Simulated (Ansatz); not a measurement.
The calculation used Ansatz, DFT PBE, scalar-relativistic, plane waves, PAW. All cells share a 420 eV cutoff and Γ-centred k meshes spaced at most about 0.3 Å⁻¹ (about 0.25 or finer for metals, 2π included). Collinear spin in cells that started with moments and kept them past the coarse steps, no spin elsewhere.

All energies are static (0 K, no zero-point motion).

Compare these two cells of FeBiO₄, each relaxed at this level.

A. (site moments Fe 0.6 μB)

```
CELL_PARAMETERS angstrom
0.00000 3.65447 3.65447
3.65447 0.00000 3.65447
3.65447 3.65447 0.00000
ATOMIC_POSITIONS crystal
Fe 0.00000 0.00000 0.00000
Bi 0.50000 0.50000 0.50000
O 0.12931 0.12931 0.61207
O 0.12931 0.61207 0.12931
O 0.12931 0.12931 0.12931
O 0.61207 0.12931 0.12931
```

B. (site moments Fe 3.5 μB)

```
CELL_PARAMETERS angstrom
3.67906 0.00000 0.00000
-1.83953 3.18616 0.00000
0.00000 0.00000 5.75741
ATOMIC_POSITIONS crystal
Fe 0.00000 0.00000 0.50000
Bi 0.00000 0.00000 0.00000
O 0.33333 0.66667 0.72908
O 0.33333 0.66667 0.27092
O 0.66667 0.33333 0.72908
O 0.66667 0.33333 0.27092
```

Question: Which form is favoured at zero pressure, and by what margin per atom?

Answer: A is lower, by 0.76 eV/atom. A has space group F-43m (No. 216), 16.3 Å³/atom and no gap on its mesh; B has space group P6/mmm (No. 191), 11.2 Å³/atom and no gap. Counting O atoms around Bi and Fe (those within 1.25 times the shortest such distance or 1.15 times the sum of covalent radii; the shortest distance is added where it is long for a bond), A has Fe 4, Bi 12 from 3.0 Å and B has Fe 12 from 2.5 Å, Bi 12 from 2.6 Å. The lower one is the more open, so pressure narrows the difference. Both come from invented guesses.

These runs have no spin–orbit coupling, which can matter for Bi. In such compounds of Fe a zero gap at this level may well be an artefact, since no Hubbard U is applied. The magnetic state reached may not be the lowest. Cells relaxed within their symmetry can be saddle points. Some structure types and database cells were kept out of the candidates from the start, so a known form may be missing.

The preference for A probably owes much to Fe–O bonding, though the energies were not broken down by contribution. Its iron sits in a compact FeO₄ tetrahedron with short, strongly covalent bonds of the ferrate type, while Bi lies in a loose cage at 3.0 Å and probably acts largely as a counter-ion. B packs the atoms more densely but spreads iron's bonding over twelve oxygens at 2.5 Å, well beyond a normal Fe–O bond. Its flat honeycomb oxygen layers also force O–O contacts that are too short for oxide ions yet too long for peroxide bonds, so repulsion probably adds to the cost.

The moments fit this picture: weak, long contacts favour high-spin iron in B, whereas strong covalency and a large ligand-field splitting in A suggest a low-spin, high-valent centre. They don't fix the oxidation states, since spin density is shared with oxygen. The ordering also says nothing about whether A would survive loss of oxygen to BiFeO₃, the familiar Fe(III) oxide.
